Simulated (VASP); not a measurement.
# C (C2/m) in VASP: further runs, part 2 of 2

VASP 6.6.1. The steps go on from the part before.

**3. Single point, PBEsol**

Contents of INCAR:

```
  PREC = Accurate
  ENCUT = 460
  EDIFF = 1E-6
  ISMEAR = 0
  SIGMA = 0.05
  LREAL = Auto
  LASPH = T
  NELM = 100
  ALGO = Normal
  ISIF = 2
  LWAVE = F
  LCHARG = F
  GGA = PS
  ADDGRID = F
```

Contents of KPOINTS:

```
regular mesh
0
Gamma
  6 6 4
```

Contents of POSCAR:

```
C
1.0
    2.1273203072     -1.2282824400      0.0000000000
    2.1273203072      1.2282824400      0.0000000000
   -1.3790696309      0.0000000000      3.5028300786
C
2
Direct
    0.1666444700      0.1666444700      0.9999069600
    0.8333555300      0.8333555300      0.0000930400
```

Potentials or basis: VASP PAW PBE potentials, release 64 (C).

Launch:

```sh
cat potpaw_PBE.64/C/POTCAR > POTCAR
mpirun -np 1 vasp_std > vasp.out
```

OUTCAR:

```text
PREC = Accurate
   ENCUT = 460
   EDIFF = 1E-6
   ISMEAR = 0
   LREAL = Auto
   LASPH = T
   NELM = 100
   ISIF = 2
   GGA = PS

 Found     47 irreducible k-points:

 Following reciprocal coordinates:
            Coordinates               Weight
  0.000000  0.000000  0.000000      1.000000
  0.166667  0.000000 -0.000000      4.000000
  0.333333  0.000000  0.000000      4.000000
  0.500000  0.000000  0.000000      2.000000
  0.166667  0.166667 -0.000000      2.000000
  0.333333  0.166667  0.000000      4.000000
   k-points           NKPTS =     47   k-points in BZ     NKDIM =     47   number of bands    NBANDS=      8
   number of dos      NEDOS =    301   number of ions     NIONS =      2
   total plane-waves  NPLWV =   9072
   dimension x,y,z NGX =    18 NGY =   18 NGZ =   28
   dimension x,y,z NGXF=    36 NGYF=   36 NGZF=   56
   ions per type =               2
   NGX,Y,Z   is equivalent  to a cutoff of  12.18, 12.18, 12.37 a.u.
   NGXF,Y,Z  is equivalent  to a cutoff of  24.36, 24.36, 24.73 a.u.
 SYSTEM =  unknown system
   PREC   = accura    normal or accurate (medium, high low for compatibility)
   ISTART =      0    job   : 0-new  1-cont  2-samecut
   ICHARG =      2    charge: 1-file 2-atom 10-const
   ISPIN  =      1    spin polarized calculation?
   LNONCOLLINEAR =      F non collinear calculations
   LSORBIT =      F    spin-orbit coupling
   LASPH  =      T    aspherical Exc in radial PAW
   ENCUT  =  460.0 eV  33.81 Ry    5.81 a.u.   4.30  4.30  6.58*2*pi/ulx,y,z
   NELM   =    100;   NELMIN=  2; NELMDL= -5     # of ELM steps
   EDIFF  = 0.1E-05   stopping-criterion for ELM
   LREAL  =      T    real-space projection
   EDIFFG = 0.1E-04   stopping-criterion for IOM
   NSW    =      0    number of steps for IOM
   IBRION =     -1    ionic relax: 0-MD 1-quasi-New 2-CG
   NFREE  =      0    steps in history (QN), initial steepest desc. (CG)
   ISIF   =      2    stress and relaxation
   ISYM   =      2    0-nonsym 1-usesym 2-fastsym
   POTIM  = 0.5000    time-step for ionic-motion
   TEBEG  =    0.0;   TEEND  =   0.0 temperature during run
   PSTRESS=    0.0 pullay stress
   NELECT =       8.0000    total number of electrons
   NUPDOWN=      -1.0000    fix difference up-down
   EMIN   =  10.00;   EMAX   =-10.00  energy-range for DOS
   EFERMI =   0.00;   METHOD = LEGACY
   ISMEAR =     0;   SIGMA  =   0.05  broadening in eV -4-tet -1-fermi 0-gaus
   EFERMI_NEDOS =   21; number of points for ismear=-14 and -15
   IALGO  =     38    algorithm
   IMIX   =      4    mixing-type and parameters
     AMIX     =   0.40;   BMIX     =  1.00
     AMIX_MAG =   1.60;   BMIX_MAG =  1.00
  volume/ion in A,a.u.               =       9.15        61.77
  Fermi-wavevector in a.u.,A,eV,Ry     =   1.242352  2.347705 20.999765  1.543439
  Thomas-Fermi vector in A             =   2.376710
   LORBIT       =      0    0 simple, 1 ext, 2 COOP (PROOUT), +10 PAW based schemes
   GGA     = PS    functional components
   LHFCALC =     F    Hartree Fock is set to
   AEXX    =    0.0000 exact exchange contribution
   IVDW    =     0    specifies the selected vdW correction
   LEPSILON=     F    determine dielectric tensor
   LRPA    =     F    only Hartree local field effects (RPA)
 non-spin polarized calculation
 Gauss-broadening in eV      SIGMA  =   0.05
  energy-cutoff  :      460.00
  volume of cell :       18.31
 maximum number of plane-waves:       424
 NGX is ok and might be reduce to    18
   NGX =  9   NGY =  9   NGZ = 13

 number of electron       8.0000000 magnetization

 Free energy of the ion-electron system (eV)
  ---------------------------------------------------
  ext. energy  EPLUGINS =         0.00000000
  ---------------------------------------------------
  free energy    TOTEN  =       -19.26032088 eV

  energy without entropy =      -19.26032088  energy(sigma->0) =      -19.26032088

 E-fermi :   4.2697     XC(G=0): -10.2696

 val. band max:        4.0556139815   @ k =  -0.3333   0.3333   0.0000
 cond. band min:       4.5319721073   @ k =  -0.3333   0.3333   0.5000
 fundamental gap:      0.4763581258
 Fermi energy:         4.2696913019

 k-point     1 :       0.0000    0.0000    0.0000
  band No.  band energies     occupation
      1     -15.3795      2.00000
      2      -2.5793      2.00000
      3       1.3101      2.00000
      4       1.3133      2.00000
      5       7.9840      0.00000
      6      12.6852      0.00000
      7      12.6877      0.00000
      8      15.8314      0.00000

 k-point     2 :       0.1667    0.0000   -0.0000
  band No.  band energies     occupation
      1     -14.7098      2.00000
      2      -1.8715      2.00000
      3      -0.9910      2.00000
      4       0.1649      2.00000
      5       8.9284      0.00000
      6      12.7486      0.00000
      7      13.7071      0.00000
      8      15.2607      0.00000

 k-point     3 :       0.3333    0.0000    0.0000
  band No.  band energies     occupation
      1     -12.7367      2.00000
      2      -5.3381      2.00000
      3      -1.4669      2.00000
      4       0.1544      2.00000
      5       9.3070      0.00000
      6      11.6665      0.00000
      7      12.3020      0.00000
      8      19.8436      0.00000

 k-point     4 :       0.5000    0.0000    0.0000
  band No.  band energies     occupation
      1      -9.9839      2.00000
      2      -9.0385      2.00000
      3      -2.1083      2.00000
      4       2.2088      2.00000
      5       6.2451      0.00000
      6      11.9088      0.00000
      7      15.7641      0.00000
      8      16.2212      0.00000

 k-point     5 :       0.1667    0.1667   -0.0000
  band No.  band energies     occupation
      1     -14.6932      2.00000
      2      -2.0231      2.00000
      3      -0.9730      2.00000
      4       0.1503      2.00000
      5       9.2830      0.00000
      6      12.7002      0.00000
      7      13.6425      0.00000
      8      15.2599      0.00000

 k-point     6 :       0.3333    0.1667    0.0000
  band No.  band energies     occupation
      1     -13.3596      2.00000
      2      -3.4222      2.00000
      3      -2.1306      2.00000
      4      -0.7421      2.00000
      5      10.6583      0.00000
      6      11.4082      0.00000
      7      14.4090      0.00000
      8      16.0714      0.00000

 [... further k-points ...]

------------------------ aborting loop because EDIFF is reached ----------------------------------------

  FORCE on cell =-STRESS in cart. coord.  units (eV):
  Direction    XX          YY          ZZ          XY          YZ          ZX
  --------------------------------------------------------------------------------------
  -------------------------------------------------------------------------------------
  Total        0.3072725      0.2797792     -0.1211304      0.0000000      0.0000000     -0.0108660
  in kB       26.8939160     24.4875729    -10.6018924      0.0000000      0.0000000     -0.9510471
  external PRESSURE =      13.5931988 kB  Pullay stress =       0.0000000 kB

 VOLUME and BASIS-vectors are now :
 -----------------------------------------------------------------------------
  energy-cutoff  :      460.00
  volume of cell :       18.31
      direct lattice vectors                 reciprocal lattice vectors
     2.127320307 -1.228282440  0.000000000     0.235037478 -0.407072497  0.092534619
     2.127320307  1.228282440  0.000000000     0.235037478  0.407072497  0.092534619
    -1.379069631  0.000000000  3.502830079     0.000000000  0.000000000  0.285483446

 POSITION                                       TOTAL-FORCE (eV/Angst)
 -----------------------------------------------------------------------------------
     -0.66993      0.00000      3.50250         0.003956      0.000000     -0.052085
      3.54550      0.00000      0.00033        -0.003956      0.000000      0.052085
 -----------------------------------------------------------------------------------
    total drift:                               -0.000000     -0.000000      0.000000

  FREE ENERGIE OF THE ION-ELECTRON SYSTEM (eV)
  ---------------------------------------------------
  free  energy   TOTEN  =       -19.2603208836 eV

  energy  without entropy=      -19.2603208836  energy(sigma->0) =      -19.26032088
```

OSZICAR:

```text
N       E                     dE             d eps       ncg     rms          rms(c)
DAV:   1    -0.242836859415E+01   -0.24284E+01   -0.40524E+03   792   0.804E+02
DAV:   2    -0.202689248620E+02   -0.17841E+02   -0.16568E+02  1128   0.105E+02
DAV:   3    -0.204726184240E+02   -0.20369E+00   -0.20369E+00   944   0.132E+01
DAV:   4    -0.204733653827E+02   -0.74696E-03   -0.74696E-03  1208   0.769E-01
DAV:   5    -0.204733656143E+02   -0.23160E-06   -0.23137E-06   936   0.122E-02    0.647E+00
DAV:   6    -0.195537654315E+02    0.91960E+00   -0.98467E-01   880   0.696E+00    0.376E+00
DAV:   7    -0.192588063888E+02    0.29496E+00   -0.10358E+00   928   0.710E+00    0.973E-01
DAV:   8    -0.192602850077E+02   -0.14786E-02   -0.10421E-02   904   0.893E-01    0.725E-02
DAV:   9    -0.192602361579E+02    0.48850E-04   -0.32708E-04  1064   0.145E-01    0.478E-02
DAV:  10    -0.192603209611E+02   -0.84803E-04   -0.11804E-04   856   0.881E-02    0.204E-02
DAV:  11    -0.192603208836E+02    0.77494E-07   -0.26795E-06  1072   0.121E-02
   1 F= -.19260321E+02 E0= -.19260321E+02  d E =-.429116E-11
```

stdout:

```text
POSCAR found type information on POSCAR C
 POSCAR found :  1 types and       2 ions
 scaLAPACK will be used
 -----------------------------------------------------------------------------
|                                                                             |
|                                                                             |
|     You have a (more or less) 'small supercell' and for smaller cells       |
|     it is recommended to use the reciprocal-space projection scheme!        |
|     The real-space optimization is not efficient for small cells and it     |
|     is also less accurate ...                                               |
|     Therefore, set LREAL=.FALSE. in the INCAR file.                         |
|                                                                             |
 -----------------------------------------------------------------------------

 -----------------------------------------------------------------------------
|                                                                             |
|                                                                             |
|     You enforced a specific xc type in the INCAR file but a different       |
|     I HOPE YOU KNOW WHAT YOU ARE DOING!                                     |
|                                                                             |
 -----------------------------------------------------------------------------

 LDA part: xc-table for (Slater+PW92), standard interpolation
 POSCAR, INCAR and KPOINTS ok, starting setup
 FFT: planning ... GRIDC
 FFT: planning ... GRID_SOFT
 FFT: planning ... GRID
 WAVECAR not read
 entering main loop
```

It used 5.8 s of CPU time on 1 thread of Intel(R) Xeon(R) Platinum 8488C (Sapphire Rapids), with other jobs on the host, which was overloaded at the time.

The run converged, but some of its settings lie outside the range that counts as converged, so its numbers aren't taken as properties of the crystal.

What came out:

| Quantity | Value |
| --- | --- |
| Free energy | -19.2603 eV |
| Pressure | 1.4 GPa |
| Largest force | 0.052 eV/Å |
| Band gap on the k mesh | 0.48 eV, indirect (least direct gap 0.50 eV) |

Caveat: the k mesh is coarse (spacing up to 0.50 Å⁻¹), so the values aren't converged; the cutoff is under 1.25 times the usual one of these potentials, so pressure, stress and relaxed cells hold a basis-set (Pulay) error; the PAW data sets were made with another functional, which shifts forces and pressure a little; this functional lacks dispersion, which binds the layers, so the pressure and a relaxed spacing across them are unreliable.
